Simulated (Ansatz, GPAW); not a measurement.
This is a calculation of Hf (Hafnium) for GPAW 26.7.0 (ASE script). 

File run.py:

```python
from ase import Atoms
from ase.dft.bandgap import bandgap
from ase.io import write
from ase.units import Bohr, GPa
from gpaw import GPAW, PW
from gpaw.elf import elf_from_dft_calculation

atoms = Atoms(['Hf', 'Hf'],
              cell=[[3.1967, 0.0, 0.0],
                    [-1.59835, 2.7684234083, 0.0],
                    [0.0, 0.0, 5.0578]],
              scaled_positions=[[0.6666666667, 0.3333333333, 0.75],
                                [0.3333333333, 0.6666666667, 0.25]],
              pbc=True)

calc = GPAW(mode=PW(600),
            xc='PBE',
            kpts={'size': (10, 10, 5), 'gamma': True},
            occupations={'name': 'methfessel-paxton', 'order': 0, 'width': 0.012},
            nbands=24,
            convergence={'density': 1e-05, 'energy': 1e-05},
            maxiter=150,
            txt='gpaw.txt')
atoms.calc = calc
energy = atoms.get_potential_energy()
forces = atoms.get_forces()
stress = atoms.get_stress()
calc.write('gs.gpw')
write('result.traj', atoms)
print(f'Energy: {energy:.6f} eV')
print('Forces (eV/A):')
print(forces.round(4))
print('Stress (GPa):', (stress / GPa).round(3))
print('Fermi level:', round(calc.get_fermi_level(), 4), 'eV')
print(f'Gap: {bandgap(calc)[0]:.4f} eV, direct: {bandgap(calc, direct=True)[0]:.4f} eV')

# fields on the real-space grid
write('density.cube', atoms, data=calc.get_pseudo_density() * Bohr**3)
write('potential.cube', atoms, data=calc.get_electrostatic_potential())
write('elf.cube', atoms, data=elf_from_dft_calculation(calc).data)
```

Potentials or basis: GPAW PAW data sets (gpaw-data 1.2.1), pw.

Command:

```bash
$ OMP_NUM_THREADS=1 python run.py
```

Question: Translate it to Ansatz 0.2.0. Potentials or basis there: all-electron LAPW, scalar-relativistic.

Answer: As run (cutoffs and basis follow the program's own potentials, and thresholds, step limits or extra output files can differ):

File input.yaml:

```yaml
crystal:
  lattice:
    - [3.1967, 0.0, 0.0]
    - [-1.59835, 2.7684234083, 0.0]
    - [0.0, 0.0, 5.0578]
  atoms:
    - { symbol: Hf, position: [0.6666666667, 0.3333333333, 0.75] }
    - { symbol: Hf, position: [0.3333333333, 0.6666666667, 0.25] }
kpoints:
  mp_grid: { grid: [10, 10, 5] }
scf:
  occupations: { method: gaussian, width: 0.012 }
hamiltonian:
  xc: pbe
  pseudopotentials: { kind: all_electron, lapw: { basis_error: 0.001 } }
output:
  forces: true
  stress: true
  eigenvalues: true
```

Potentials or basis: all-electron LAPW, scalar-relativistic.

Command:

```sh
$ ansatz run input.yaml --threads 1 --pin off --max-ram 3072MiB --backend cpu --events-out ev --progress --plain --runs-dir out
```

Both were run:

|  | GPAW | Ansatz |
| --- | --- | --- |
| Pressure | 0.9 GPa | 0.7 GPa |

Where Ansatz's input types no cutoff or centring, it takes its own default and a Γ-centred mesh.

Pressure is positive in compression.
